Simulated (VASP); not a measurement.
# CdTe (F-43m) in VASP: settings compared

Aim: see how the results for CdTe move with the level of theory and the settings. Levels: r2SCAN, PBE, PBEsol. Tasks: relaxation of cell and atoms.

Program: VASP 6.6.1. These are calculated values, not measurements. Logs are shortened: lines on timing, memory, paths and dates and some standing lists are left out, and cuts for length are marked.

## Step 1: The crystal as given

It takes space group F-43m (No. 216, cubic). Conventional cell: a = 6.410 Å, b = 6.410 Å, c = 6.410 Å, α = 90.00°, β = 90.00°, γ = 90.00°. Cd (site symmetry -43m) is surrounded by 4 Te at 2.78 Å. Around Te (site symmetry -43m) lie 4 Cd at 2.78 Å.

## Step 2: Relaxation of cell and atoms, r2SCAN

File INCAR:

```
ALGO = Normal
EDIFF = 1E-6
EDIFFG = -0.01
ENCUT = 600
IBRION = 2
ISIF = 3
ISMEAR = 0
LASPH = True
LCHARG = False
LMIXTAU = True
LREAL = False
LWAVE = False
METAGGA = R2SCAN
NELM = 80
NSW = 90
PREC = Accurate
SIGMA = 0.03
```

File KPOINTS:

```
k-points
0
Gamma
  8 8 8
```

File POSCAR:

```
CdTe
1.0
    0.0000000000      3.2050000000      3.2050000000
    3.2050000000      0.0000000000      3.2050000000
    3.2050000000      3.2050000000      0.0000000000
Cd Te
1 1
Direct
    0.0000000000      0.0000000000      0.0000000000
    0.2500000000      0.2500000000      0.2500000000
```

Potentials or basis: VASP PAW PBE potentials, release 64 (Cd, Te).

Command:

```console
$ cat potpaw_PBE.64/Cd/POTCAR potpaw_PBE.64/Te/POTCAR > POTCAR
$ mpirun -np 1 vasp_std > vasp.out
```

OUTCAR:

```text
EDIFF = 1E-6
   EDIFFG = -0.01
   ENCUT = 600
   IBRION = 2
   ISIF = 3
   ISMEAR = 0
   LASPH = True
   LREAL = False
   METAGGA = R2SCAN
   NELM = 80
   NSW = 90
   PREC = Accurate

 ion  position               nearest neighbor table
   1  0.000  0.000  0.000-   2 2.78   2 2.78   2 2.78   2 2.78
   2  0.250  0.250  0.250-   1 2.78   1 2.78   1 2.78   1 2.78

  LATTYP: Found a face centered cubic cell.
 ALAT       =     6.4100000000

  Lattice vectors:

 A1 = (   0.0000000000,   3.2050000000,   3.2050000000)
 A2 = (   3.2050000000,   0.0000000000,   3.2050000000)
 A3 = (   3.2050000000,   3.2050000000,   0.0000000000)

Analysis of symmetry for initial positions (statically):
=====================================================================
 Subroutine PRICEL returns:
 Original cell was already a primitive cell.

 Routine SETGRP: Setting up the symmetry group for a
 face centered cubic supercell.

 Subroutine GETGRP returns: Found 24 space group operations
 (whereof 24 operations were pure point group operations)
 out of a pool of 48 trial point group operations.

The static configuration has the point symmetry T_d .

Analysis of symmetry for dynamics (positions and initial velocities):
=====================================================================
 Subroutine PRICEL returns:
 Original cell was already a primitive cell.

 Routine SETGRP: Setting up the symmetry group for a
 face centered cubic supercell.

 Subroutine GETGRP returns: Found 24 space group operations
 (whereof 24 operations were pure point group operations)
 out of a pool of 48 trial point group operations.

The dynamic configuration has the point symmetry T_d .

 Subroutine INISYM returns: Found 24 space group operations
 (whereof 24 operations are pure point group operations),
 and found     1 'primitive' translations

----------------------------------------------------------------------------------------

                                     Primitive cell

  volume of cell :      65.8437

  direct lattice vectors                    reciprocal lattice vectors
     0.000000000  3.205000000  3.205000000    -0.156006240  0.156006240  0.156006240
     3.205000000  0.000000000  3.205000000     0.156006240 -0.156006240  0.156006240
     3.205000000  3.205000000  0.000000000     0.156006240  0.156006240 -0.156006240

  length of vectors
     4.532554467  4.532554467  4.532554467     0.270210734  0.270210734  0.270210734

  position of ions in fractional coordinates (direct lattice)
     0.000000000  0.000000000  0.000000000
     0.250000000  0.250000000  0.250000000

  ion indices of the primitive-cell ions
   primitive index   ion index
                 1           1
                 2           2

----------------------------------------------------------------------------------------

 KPOINTS: k-points

Automatic generation of k-mesh.
 Grid dimensions read from file:
 generate k-points for:    8    8    8

 Generating k-lattice:

  Cartesian coordinates                     Fractional coordinates (reciprocal lattice)
    -0.019500780  0.019500780  0.019500780     0.125000000  0.000000000  0.000000000
     0.019500780 -0.019500780  0.019500780     0.000000000  0.125000000  0.000000000
     0.019500780  0.019500780 -0.019500780     0.000000000  0.000000000  0.125000000

  Length of vectors
     0.033776342  0.033776342  0.033776342

  Shift w.r.t. Gamma in fractional coordinates (k-lattice)
     0.000000000  0.000000000  0.000000000

 Subroutine IBZKPT returns following result:
 ===========================================

 Found     29 irreducible k-points:

 Following reciprocal coordinates:
            Coordinates               Weight
  0.000000  0.000000  0.000000      1.000000
  0.125000  0.000000  0.000000      8.000000
  0.250000  0.000000  0.000000      8.000000
  0.375000  0.000000  0.000000      8.000000
  0.500000  0.000000  0.000000      4.000000
  0.125000  0.125000  0.000000      6.000000
[... 16 lines left out ...]
  0.500000  0.250000  0.125000     48.000000
 -0.375000  0.250000  0.125000     24.000000
 [... further k-points ...]
   k-points           NKPTS =     29   k-points in BZ     NKDIM =     29   number of bands    NBANDS=     13
   number of dos      NEDOS =    301   number of ions     NIONS =      2
   total plane-waves  NPLWV =  46656
   dimension x,y,z NGX =    36 NGY =   36 NGZ =   36
   dimension x,y,z NGXF=    72 NGYF=   72 NGZF=   72
   ions per type =               1   1
   NGX,Y,Z   is equivalent  to a cutoff of  13.20, 13.20, 13.20 a.u.
   NGXF,Y,Z  is equivalent  to a cutoff of  26.41, 26.41, 26.41 a.u.
 SYSTEM =  unknown system
   PREC   = accura    normal or accurate (medium, high low for compatibility)
   ISTART =      0    job   : 0-new  1-cont  2-samecut
   ICHARG =      2    charge: 1-file 2-atom 10-const
   ISPIN  =      1    spin polarized calculation?
   LNONCOLLINEAR =      F non collinear calculations
   LSORBIT =      F    spin-orbit coupling
   LASPH  =      T    aspherical Exc in radial PAW
   ENCUT  =  600.0 eV  44.10 Ry    6.64 a.u.   9.05  9.05  9.05*2*pi/ulx,y,z
   NELM   =     80;   NELMIN=  2; NELMDL= -5     # of ELM steps
   EDIFF  = 0.1E-05   stopping-criterion for ELM
   LREAL  =      F    real-space projection
   EDIFFG = -.1E-01   stopping-criterion for IOM
   NSW    =     90    number of steps for IOM
   IBRION =      2    ionic relax: 0-MD 1-quasi-New 2-CG
   NFREE  =      1    steps in history (QN), initial steepest desc. (CG)
   ISIF   =      3    stress and relaxation
   ISYM   =      2    0-nonsym 1-usesym 2-fastsym
   POTIM  = 0.5000    time-step for ionic-motion
   TEBEG  =    0.0;   TEEND  =   0.0 temperature during run
   PSTRESS=    0.0 pullay stress
   NELECT =      18.0000    total number of electrons
   NUPDOWN=      -1.0000    fix difference up-down
   EMIN   =  10.00;   EMAX   =-10.00  energy-range for DOS
   EFERMI =   0.00;   METHOD = LEGACY
   ISMEAR =     0;   SIGMA  =   0.03  broadening in eV -4-tet -1-fermi 0-gaus
   EFERMI_NEDOS =   21; number of points for ismear=-14 and -15
   IALGO  =     38    algorithm
   IMIX   =      4    mixing-type and parameters
     AMIX     =   0.40;   BMIX     =  1.00
     AMIX_MAG =   1.60;   BMIX_MAG =  1.00
  volume/ion in A,a.u.               =      32.92       222.17
  Fermi-wavevector in a.u.,A,eV,Ry     =   1.062497  2.007828 15.359610  1.128899
  Thomas-Fermi vector in A             =   2.197950
   LORBIT       =      0    0 simple, 1 ext, 2 COOP (PROOUT), +10 PAW based schemes
   METAGGA = R2SCAN    functional components
   LHFCALC =     F    Hartree Fock is set to
   AEXX    =    0.0000 exact exchange contribution
   IVDW    =     0    specifies the selected vdW correction
   LEPSILON=     F    determine dielectric tensor
   LRPA    =     F    only Hartree local field effects (RPA)
 conjugate gradient relaxation of ions
 non-spin polarized calculation
 Gauss-broadening in eV      SIGMA  =   0.03
  energy-cutoff  :      600.00
  volume of cell :       65.84
 maximum number of plane-waves:      2216
   NGX = 19   NGY = 19   NGZ = 19

--------------------------------------- Ionic step        1  -------------------------------------------

 number of electron      17.9999995 magnetization

 Free energy of the ion-electron system (eV)
  ---------------------------------------------------
  ext. energy  EPLUGINS =         0.00000000
  ---------------------------------------------------
  free energy    TOTEN  =       -46.59814605 eV

  energy without entropy =      -46.59814605  energy(sigma->0) =      -46.59814605

------------------------ aborting loop because EDIFF is reached ----------------------------------------

  FORCE on cell =-STRESS in cart. coord.  units (eV):
  Direction    XX          YY          ZZ          XY          YZ          ZX
  --------------------------------------------------------------------------------------
  -------------------------------------------------------------------------------------
  Total        1.3656434      1.3656434      1.3656434      0.0000000      0.0000000      0.0000000
  in kB       33.2302640     33.2302640     33.2302640      0.0000000      0.0000000      0.0000000
  external PRESSURE =      33.2302640 kB  Pullay stress =       0.0000000 kB

 VOLUME and BASIS-vectors are now :
 -----------------------------------------------------------------------------
  energy-cutoff  :      600.00
  volume of cell :       65.84
      direct lattice vectors                 reciprocal lattice vectors
     0.000000000  3.205000000  3.205000000    -0.156006240  0.156006240  0.156006240
     3.205000000  0.000000000  3.205000000     0.156006240 -0.156006240  0.156006240
     3.205000000  3.205000000  0.000000000     0.156006240  0.156006240 -0.156006240
[... 37 lines left out ...]
 POSITION                                       TOTAL-FORCE (eV/Angst)
 -----------------------------------------------------------------------------------
      3.31058      3.31058      6.62115        -0.000000     -0.000000     -0.000000
      1.65529      1.65529      1.65529         0.000000      0.000000      0.000000
 -----------------------------------------------------------------------------------
    total drift:                               -0.000001     -0.000001     -0.000001

  FREE ENERGIE OF THE ION-ELECTRON SYSTEM (eV)
  ---------------------------------------------------
  free  energy   TOTEN  =       -46.6379503874 eV

  energy  without entropy=      -46.6379503874  energy(sigma->0) =      -46.63795039

--------------------------------------- Ionic step        3  -------------------------------------------

 number of electron      18.0000006 magnetization

 Free energy of the ion-electron system (eV)
  ---------------------------------------------------
  ext. energy  EPLUGINS =         0.00000000
  ---------------------------------------------------
  free energy    TOTEN  =       -46.64437621 eV

  energy without entropy =      -46.64437621  energy(sigma->0) =      -46.64437621

 E-fermi :   1.9295     XC(G=0):  -8.9343

 val. band max:        1.7714114224   @ k =   0.0000   0.0000   0.0000
 cond. band min:       2.9244318294   @ k =   0.0000   0.0000   0.0000
 fundamental gap:      1.1530204070
 Fermi energy:         1.9295169780

 k-point     1 :       0.0000    0.0000    0.0000
  band No.  band energies     occupation
      1      -9.5444      2.00000
      2      -6.6711      2.00000
      3      -6.6711      2.00000
      4      -6.6711      2.00000
      5      -6.4148      2.00000
      6      -6.4148      2.00000
      7       1.7714      2.00000
      8       1.7714      2.00000
      9       1.7714      2.00000
     10       2.9244      0.00000
     11       6.8269      0.00000
     12       6.8269      0.00000
     13       6.8269      0.00000

 k-point     2 :       0.1250    0.0000    0.0000
  band No.  band energies     occupation
      1      -9.4890      2.00000
      2      -6.6605      2.00000
      3      -6.6605      2.00000
      4      -6.6233      2.00000
      5      -6.4155      2.00000
      6      -6.4155      2.00000
      7       0.6468      2.00000
      8       1.6430      2.00000
      9       1.6430      2.00000
     10       3.7361      0.00000
     11       6.7687      0.00000
[... 339 lines left out ...]
 k-point    24 :      -0.3750    0.2500    0.1250
  band No.  band energies     occupation
      1      -9.1140      2.00000
      2      -6.5839      2.00000
      3      -6.5741      2.00000
      4      -6.4286      2.00000
      5      -6.4093      2.00000
      6      -5.9777      2.00000
      7      -2.3236      2.00000
      8      -0.2001      2.00000
      9       0.5666      2.00000
     10       5.3304      0.00000
     11       6.7302      0.00000
     12       8.1372      0.00000
     13       9.3312      0.00000

 [... further k-points ...]
[... 5 lines left out ...]
  --------------------------------------------------------------------------------------
  -------------------------------------------------------------------------------------
  Total        0.0061309      0.0061309      0.0061309      0.0000000      0.0000000     -0.0000000
  in kB        0.1391302      0.1391302      0.1391302      0.0000000      0.0000000     -0.0000000
  external PRESSURE =       0.1391302 kB  Pullay stress =       0.0000000 kB

 VOLUME and BASIS-vectors are now :
 -----------------------------------------------------------------------------
  energy-cutoff  :      600.00
  volume of cell :       70.60
      direct lattice vectors                 reciprocal lattice vectors
     0.000000000  3.280406542  3.280406542    -0.152420133  0.152420133  0.152420133
     3.280406542  0.000000000  3.280406542     0.152420133 -0.152420133  0.152420133
     3.280406542  3.280406542 -0.000000000     0.152420133  0.152420133 -0.152420133

 POSITION                                       TOTAL-FORCE (eV/Angst)
 -----------------------------------------------------------------------------------
      0.00000      0.00000     -0.00000         0.000000      0.000000      0.000000
      1.64020      1.64020      1.64020        -0.000000     -0.000000     -0.000000
 -----------------------------------------------------------------------------------
    total drift:                               -0.000001     -0.000001     -0.000001

  FREE ENERGIE OF THE ION-ELECTRON SYSTEM (eV)
  ---------------------------------------------------
  free  energy   TOTEN  =       -46.6443762114 eV

  energy  without entropy=      -46.6443762114  energy(sigma->0) =      -46.64437621

 reached required accuracy - stopping structural energy minimisation
```

Wall time 3 min (1 thread of Intel Xeon Platinum 8488C (Sapphire Rapids), shared host); peak memory 0.26 GiB.

Results:

- Free energy: -46.6444 eV
- Relaxed volume: 35.30 Å³/atom
- Relaxed cell: a = 4.639 Å, b = 4.639 Å, c = 4.639 Å, α = 60.00°, β = 60.00°, γ = 60.00°
- Space group after relaxing (to 0.05 Å): F-43m (No. 216)
- Energy gained by relaxing: 23.1 meV/atom
- Ionic steps: 3
- Pressure after relaxing: 0.0 GPa
- Band gap on the k mesh: 1.15 eV, direct

Step by step:
```
step  energy change (eV)  largest force (eV/Å)  pressure (GPa)  volume (Å³)
   1              0.0000                0.0000            3.32        65.84
   2             -0.0398                0.0000           -1.02        72.57
   3             -0.0462                0.0000            0.01        70.60
```

Final structure:
```
Cd Te
1.0
     0.00000    3.28041    3.28041
     3.28041    0.00000    3.28041
     3.28041    3.28041    0.00000
Cd Te
1 1
Direct
  0.00000 0.00000 0.00000
  0.25000 0.25000 0.25000
```

Caveat: the PAW data sets were made with another functional, which shifts forces and pressure a little; spin-orbit coupling is left out, which moves the levels of the heavy elements. r2SCAN opens gaps a little over a GGA but as a rule still falls short of measured ones.

## Step 3: Relaxation of cell and atoms, r2SCAN

This run uses another cell than the first one, of 35.30 Å³/atom, 1.072 times its volume.

Edit INCAR of step 2 so:

```diff
@@ -1,4 +1,4 @@
 ALGO = Normal
-EDIFF = 1E-6
-EDIFFG = -0.01
+EDIFF = 1E-7
+EDIFFG = -0.005
 ENCUT = 600
```

KPOINTS is that of step 2.

File POSCAR:

```
CdTe                                    
1.0
    0.0000000000      3.2804065418      3.2804065418
    3.2804065418      0.0000000000      3.2804065418
    3.2804065418      3.2804065418     -0.0000000000
  Cd              Te            
     1     1
Direct
     0.0000000000000000    0.0000000000000000    0.0000000000000000
     0.2500000000000000    0.2500000000000000    0.2500000000000000
```

Potentials or basis: VASP PAW PBE potentials, release 64 (Cd, Te).

Command:

```console
$ cat potpaw_PBE.64/Cd/POTCAR potpaw_PBE.64/Te/POTCAR > POTCAR
$ mpirun -np 1 vasp_std > vasp.out
```

OUTCAR:

```text
EDIFF = 1E-7
   EDIFFG = -0.005
   ENCUT = 600
   IBRION = 2
   ISIF = 3
   ISMEAR = 0
   LASPH = True
   LREAL = False
   METAGGA = R2SCAN
   NELM = 80
   NSW = 90
   PREC = Accurate

 ion  position               nearest neighbor table
   1  0.000  0.000  0.000-   2 2.84   2 2.84   2 2.84   2 2.84
   2  0.250  0.250  0.250-   1 2.84   1 2.84   1 2.84   1 2.84

  LATTYP: Found a face centered cubic cell.
 ALAT       =     6.5608130836

  Lattice vectors:

 A1 = (   0.0000000000,   3.2804065418,   3.2804065418)
 A2 = (   3.2804065418,   0.0000000000,   3.2804065418)
[... 567 lines left out ...]
     12       8.1372      0.00000
     13       9.3312      0.00000

 [... further k-points ...]
[... 5 lines left out ...]
  --------------------------------------------------------------------------------------
  -------------------------------------------------------------------------------------
  Total        0.0017215      0.0017215      0.0017215      0.0000000      0.0000000      0.0000000
  in kB        0.0390660      0.0390660      0.0390660      0.0000000      0.0000000      0.0000000
  external PRESSURE =       0.0390660 kB  Pullay stress =       0.0000000 kB

 VOLUME and BASIS-vectors are now :
 -----------------------------------------------------------------------------
  energy-cutoff  :      600.00
  volume of cell :       70.60
      direct lattice vectors                 reciprocal lattice vectors
     0.000000000  3.280406542  3.280406542    -0.152420133  0.152420133  0.152420133
     3.280406542  0.000000000  3.280406542     0.152420133 -0.152420133  0.152420133
     3.280406542  3.280406542  0.000000000     0.152420133  0.152420133 -0.152420133

 POSITION                                       TOTAL-FORCE (eV/Angst)
 -----------------------------------------------------------------------------------
      0.00000      0.00000      0.00000         0.000000     -0.000000     -0.000000
      1.64020      1.64020      1.64020        -0.000000      0.000000      0.000000
 -----------------------------------------------------------------------------------
    total drift:                               -0.000001     -0.000001     -0.000001

  FREE ENERGIE OF THE ION-ELECTRON SYSTEM (eV)
  ---------------------------------------------------
  free  energy   TOTEN  =       -46.6456800839 eV

  energy  without entropy=      -46.6456800839  energy(sigma->0) =      -46.64568008

 reached required accuracy - stopping structural energy minimisation
```

CONTCAR:

```text
CdTe
   1.00000000000000
     0.0000000000000000    3.2804065418000001    3.2804065418000001
     3.2804065418000001    0.0000000000000000    3.2804065418000001
     3.2804065418000001    3.2804065418000001    0.0000000000000000
  Cd              Te
     1     1
Direct
     0.0000000000000000    0.0000000000000000    0.0000000000000000
     0.2500000000000000    0.2500000000000000    0.2500000000000000

  0.00000000E+00  0.00000000E+00  0.00000000E+00
  0.00000000E+00  0.00000000E+00  0.00000000E+00
```

Wall time 2.2 min (1 thread of Intel Xeon Platinum 8488C (Sapphire Rapids), shared host); peak memory 0.27 GiB.

What came out:

```yaml
Free_energy: -46.6457 eV
Pressure_after_relaxing: 0.0 GPa
Band_gap_on_the_k_mesh: 1.15 eV, direct
```

Final structure:
```yaml
crystal:
  lattice:
    - [0.00000, 3.28041, 3.28041]
    - [3.28041, 0.00000, 3.28041]
    - [3.28041, 3.28041, 0.00000]
  atoms:
    - { symbol: Cd, position: [0.00000, 0.00000, 0.00000] }
    - { symbol: Te, position: [0.25000, 0.25000, 0.25000] }
```

Caveat: the relaxation stopped at its first step, so nothing moved; the PAW data sets were made with another functional, which shifts forces and pressure a little; spin-orbit coupling is left out, which moves the levels of the heavy elements.

[end of part 1 of 2]
